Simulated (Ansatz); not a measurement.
## Ionic part of the dielectric constant of AlP at 50 GPa, mode by mode

Theory: DFT PBE, scalar-relativistic, plane waves, PAW (Ansatz). Cutoff 420 eV, 10×10×10 k-points (Γ-centred), fixed occupations. No spin polarisation. Phonons by linear response, acoustic sum rule imposed.

The structure is cubic, space group F-43m (No. 216). The conventional cell has a = 4.953 Å, b = 4.953 Å, c = 4.953 Å, α = 90.00°, β = 90.00°, γ = 90.00°. Al (site symmetry -43m) is surrounded by 4 P at 2.14 Å. P (site symmetry -43m) has 4 Al at 2.14 Å as nearest neighbours.

Other phases may be more stable at this pressure. The bands were filled as in an insulator; under compression the gap may have closed between mesh points.

The primitive cell has V = 30.37 Å³ and ε∞,xx = 8.447. Each polar mode adds Δε = (4.92064×10⁷/V)·S/ν² along x, with S its oscillator strength in e²/amu, ν in cm⁻¹ and V in Å³.

Question: From these modes, find each Δε and ε0,xx.
| ν (cm⁻¹) | S_xx (e²/amu) |
| --- | --- |
| 616.9 | 0.2976 |

Answer:
```tsv
ν (cm⁻¹)	Δε
616.9	1.27
```

The sum is 1.267, so ε0,xx = 9.71; the run's tensor has 9.71.

Question: Where do the longitudinal modes lie for a wave vector along x?

Answer: At 662 cm⁻¹. The Lyddane–Sachs–Teller product Π(ν_LO/ν_TO)² = 1.15 matches ε0/ε∞ = 1.15.

Cost: 1 run of about 0.56 core-minutes, on Intel Xeon Platinum 8259CL (Skylake/Cascade Lake) (shared hosts).

The static dielectric response of compressed AlP is mainly electronic: ε∞ is 8.447, and the lattice adds only 1.27. This fits a polar covalent semiconductor, in which the sp³ bonding electrons are readily polarised while the directional bonds resist relative displacement of the two sublattices. The ionic term scales as oscillator strength over frequency squared, so the stiff transverse mode at 616.9 cm⁻¹ keeps it small even though the vibration is clearly polar. Compression probably contributes to that stiffness by strengthening the short-range restoring forces.

With two atoms in the primitive cell, the zone-centre optical modes form a single triply degenerate set, and cubic symmetry makes the response isotropic. The longitudinal branch rises to 662 cm⁻¹ because its macroscopic electric field adds a restoring force, which the large electronic polarisability screens and so keeps moderate. The Lyddane–Sachs–Teller agreement confirms internal consistency rather than the accuracy of either dielectric constant. A single volume cannot show whether pressure raises or lowers the effective charges.
